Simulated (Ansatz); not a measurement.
# MoSe2 under changes of volume

One of the cells (20.129 Å³/atom); the others are scaled copies at fixed shape and fractional positions:

```
Mo Se
1.0
     3.28800    0.00000    0.00000
    -1.64400    2.84749    0.00000
     0.00000    0.00000   12.90000
Mo Se
2 4
Direct
  0.66667 0.33333 0.75000
  0.33333 0.66667 0.25000
  0.66667 0.33333 0.37500
  0.33333 0.66667 0.87500
  0.66667 0.33333 0.12500
  0.33333 0.66667 0.62500
```

| Quantity | Value |
| --- | --- |
| Program | Ansatz 0.2.0 |
| Functional | PBE |
| Potentials or basis | JTH PAW |
| Cutoff | 1800 eV (not typed: the program's choice for these potentials) |
| k mesh | 9 × 9 × 2 |
| Occupations | fermi-dirac, width 0.05 eV |
| Spin | no spin polarisation |

```tsv
volume (Å³/atom)	energy over the lowest point (meV/atom)	pressure (GPa)	largest force (eV/Å)
18.922	132.97	19.1	2.336
19.324	?	?	?
19.727	56.66	11.6	1.508
20.129	31.73	8.3	1.140
20.532	14.47	5.4	0.798
20.935	4.12	2.8	0.481
21.337	0.00	0.5	0.188
```

Question: What does the run at 19.324 Å³/atom give?

Answer: Energy over the lowest point 90.09 meV/atom; pressure 15.1 GPa; largest force 1.906 eV/Å.

Worked out: A Birch-Murnaghan fit of order 3 (a polynomial in V^(-2/3)) to the other rows has its minimum at 21.42 Å³/atom, just outside them, with B0 = V·E''(V) = 116 GPa and B' = 4.5 at fixed shape and positions, which overstates the stiffness. It gives 90.13 meV/atom at 19.324 Å³/atom, against the run's 90.09, and -dE/dV = 15.1 GPa, against 15.1.

Energies are extrapolated to zero smearing.

Caveats: the cell's inner coordinates are idealised or old, which leaves forces on the atoms; this functional lacks dispersion, which binds the layers, so the pressure and a relaxed spacing across them are unreliable.
